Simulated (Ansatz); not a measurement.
Method: DFT, RPBE, plane waves (420 eV) with PAW, scalar-relativistic in Ansatz 0.2.0. (PAW data from PBE, frozen cores regenerated.)

An element in the diamond structure gives this curve. The cell is scaled uniformly from the relaxed one, with fractional coordinates and shape fixed. Energies are extrapolated to zero smearing, pressures are those at the given smearing. Magnetic state: spin not included.

```
V (Å³/atom)  E − E₀ (meV/atom)  P (GPa)
     20.683              126.5    16.51
     21.623               51.2     9.83
     22.563               11.3     4.42
     23.503                0.1     0.01
     24.443               12.2    -3.60
     25.384               43.5    -6.56
     26.324               90.5    -8.98
```

Task: Which element is it?
A. chromium
B. osmium
C. platinum
D. molybdenum

Result: D. Its fit is V₀ = 23.45 Å³/atom, B₀ = 100 GPa, B₀′ = 4.1.
